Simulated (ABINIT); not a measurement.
The system is Pd.

```
CELL_PARAMETERS angstrom
0.00000 1.94650 1.94650
1.94650 0.00000 1.94650
1.94650 1.94650 0.00000
ATOMIC_POSITIONS crystal
Pd 0.00000 0.00000 0.00000
```

Base run:

```yaml
Program: ABINIT 10.8.3 (patched build)
Functional: BLYP
Potentials_or_basis: JTH PAW PBE v2.0
Cutoff: 707 eV
k_mesh: 12 × 12 × 12
Occupations: fermi-dirac, width 0.05 eV
Spin: no spin polarisation
```

Its results: band gap on the k mesh none (metal or under the smearing width); pressure 17.8 GPa.

Question: The run is repeated on the same cell with these changes: functional from BLYP to PBE. What comes out?

Answer: Band gap on the k mesh none (metal or under the smearing width); pressure 6.4 GPa.

PBE binds more tightly than BLYP, so the same cell stands under less pressure.

Caveats: the PAW data sets were made with another functional, which shifts forces and pressure a little (some runs).
